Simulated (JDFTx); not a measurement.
Here is a JDFTx 1.7.0 (patched build) calculation.

Contents of ZnS.in:

```
lattice \
    0.0000000000     5.1060399887     5.1060399887 \
    5.1060399887     0.0000000000     5.1060399887 \
    5.1060399887     5.1060399887     0.0000000000
coords-type Cartesian
ion Zn     7.6590599831     7.6590599831     7.6590599831 1
ion S      0.0000000000     0.0000000000     0.0000000000 1

ion-species pseudo/Zn.upf
ion-species pseudo/S.upf
elec-cutoff 42 336
elec-ex-corr gga-PBEsol
kpoint-folding 9 9 9
elec-smearing Gauss 0.0018374661
elec-n-bands 19
electronic-SCF nIterations 100 energyDiffThreshold 1e-09
electronic-minimize nIterations 30 energyDiffThreshold 1e-7
converge-empty-states yes
forces-output-coords Cartesian

dump-name run.$VAR
dump End Ecomponents EigStats BandEigs Kpoints Forces Stress
```

Potentials or basis: PseudoDojo-SR-PBEsol-0.4.1-standard with smoothed tails.

Command:

```sh
$ jdftx -c 1 -i ZnS.in -o ZnS.out
```

Question: What does it give for the band gap on the k mesh?

Answer: 1.98 eV, direct.

Question: What does it give for the pressure?

Answer: -2.0 GPa.

**What was measured.**

From “Electronic, vibrational, and thermodynamic properties of ZnS (zincblende and rocksalt structure)”, 2009, arxiv:0911.5022, for a bulk crystal of ZnS at 19 K: band gap 3.85 eV (direct).

Against the measured gap of ZnS, 3.85 eV (direct; 19 K; quoted in “Electronic, vibrational, and thermodynamic properties of ZnS (zincblende and rocksalt structure)”, 2009, arxiv:0911.5022), the calculated 1.98 eV is off by -1.87 eV. The value is that of PBEsol, without temperature or zero-point motion. Semilocal functionals fall short of measured gaps as a rule.
